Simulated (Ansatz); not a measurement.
Runs of Ansatz 0.2.0 on Al. Symmetry: Fm-3m, No. 225, cubic system. Conventional cell: a = 4.050 Å, b = 4.050 Å, c = 4.050 Å, α = 90.00°, β = 90.00°, γ = 90.00°. Al (site symmetry m-3m) is surrounded by 12 Al at 2.86 Å. 

| task | level | cell | cutoff (eV) | points for each segment of the path | gap on the mesh (eV) | pressure (GPa) |
| --- | --- | --- | --- | --- | --- | --- |
| band structure | BLYP | as given | 420 | 14 | none | 3.0 |
| band structure | LDA | as given | 420 | 14 | none | -3.7 |
| band structure | PBEsol | as given | 420 | 14 | none | -1.9 |
| band structure | PBE | as given | 420 | 14 | none | -0.4 |
| band structure | revPBE | as given | 420 | 14 | none | (a) |
| band structure | RPBE | as given | 420 | 14 | none | 1.0 |
| relaxation of cell and atoms | PBEsol | relaxed | 420 | - | none | 0.0 |
| band structure | r2SCAN | as given | 500 | 14 | none | (b) |

Alike in all rows: potentials or basis Ansatz PAW; no spin polarisation; k mesh 11 × 11 × 11; smearing fermi-dirac 0.05 eV.

Problem. Estimate the missing entries.

Solution. (a) 0.7; (b) -3.4.

Caveats: the PAW data sets come from PBE, with cores solved anew for the run's functional, which leaves a small shift of forces and pressure (some runs); the plane-wave basis is chosen anew once the cell has moved, so the energies of steps on either side of that aren't comparable (some runs).

A gap of «none» marks a metal or a gap under the smearing width.
